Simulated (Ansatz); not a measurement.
# Field gradients at the nuclei in Te2Mo under strain

The cell is an entry of the Crystallography Open Database (COD), relaxed with PBE at fixed cell and then changed (z stretched by 3 %, ions relaxed).

```yaml
crystal:
  lattice:
    - [3.51820, 0.00000, 0.00000]
    - [-1.75910, 3.04685, 0.00000]
    - [0.00000, 0.00000, 14.39281]
  atoms:
    - { symbol: Te, position: [0.33333, 0.66667, 0.62362] }
    - { symbol: Te, position: [0.66667, 0.33333, 0.12362] }
    - { symbol: Te, position: [0.33333, 0.66667, 0.87638] }
    - { symbol: Te, position: [0.66667, 0.33333, 0.37638] }
    - { symbol: Mo, position: [0.33333, 0.66667, 0.25000] }
    - { symbol: Mo, position: [0.66667, 0.33333, 0.75000] }
```

Sites (sets of like atoms) are named by element and the number of their first atom in this list.

All values are calculated (Ansatz; DFT, PBE, plane waves and PAW, scalar-relativistic, 420 eV cutoff, Γ-centred 14×14×3 k-points, Fermi–Dirac smearing 0.02 eV), not measured.

Conventions: |V_zz| ≥ |V_yy| ≥ |V_xx|, η = (V_xx − V_yy)/V_zz, C_Q = eQV_zz/h.

97Mo: I = 5/2, Q = 255.0 mb. Q values from Pyykkö, Mol. Phys. 116, 1328 (2018).

Task: Give the quadrupolar parameters of the distinct sites.

Result: 

| site | atoms (order as listed) | first shell | V_xx, V_yy, V_zz (10²¹ V/m²) | η | C_Q (MHz) |
| --- | --- | --- | --- | --- | --- |
| Te | 1, 2, 3, 4 | 3 Mo at 2.73 Å | 9.40, 9.40, -18.80 | 0.00 | – |
| Mo | 5, 6 | 6 Te at 2.73 Å | 3.10, 3.10, -6.21 | 0.00 | -38.3 |

An axis of threefold or higher order runs through Te and Mo, so V_zz lies along it and η is zero.

Te has no stable isotope with a ground-state quadrupole moment in the table, so no C_Q is given.

Without spin–orbit coupling the gradients at and beside Te can be off by some per cent, at some sites by more.
